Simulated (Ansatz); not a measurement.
Runs of Ansatz 0.2.0 on MgO. The structure is hexagonal, space group P6_3mc (No. 186). The conventional cell has a = 3.308 Å, b = 3.308 Å, c = 4.983 Å, α = 90.00°, β = 90.00°, γ = 120.00°. Mg (site symmetry 3m) has 4 O at 1.97 to 1.99 Å as nearest neighbours. O (site symmetry 3m) has 4 Mg at 1.97 to 1.99 Å as nearest neighbours. Measurements of this composition are mostly on another form, of space group No. 225.

| screening (1/Å) | gap on the mesh (eV) | pressure (GPa) | largest force (eV/Å) |
| --- | --- | --- | --- |
| 0.4 | (c) | (a) | 0.03 |
| 0.3 | 4.84 | -0.5 | 0.03 |
| 0.1 | 5.42 | -0.6 | 0.03 |
| 0.6 | (b) | 0.1 | 0.03 |
| 0.2 | 5.10 | -0.6 | 0.03 |
| 0.15 | 5.25 | -0.6 | 0.03 |

Alike in all rows: task single point; level HSE06 form with a typed share of exact exchange; potentials or basis Ansatz PAW; no spin polarisation; cell as given; k mesh 5 × 5 × 3; cutoff (eV) 420; smearing fermi-dirac 0.05 eV; the mesh is coarse, so values aren't converged.

Q: Estimate the missing entries.

A: (a) -0.3; (b) 4.29; (c) 4.63.

Caveats: all runs use coarse meshes; odd divisions of the mesh miss points on the zone boundary, where band edges often lie, so the gap on the mesh can be too wide; the PAW data sets come from PBE, with cores solved anew for the run's functional, which leaves a small shift of forces and pressure; the thresholds are loose for stress.

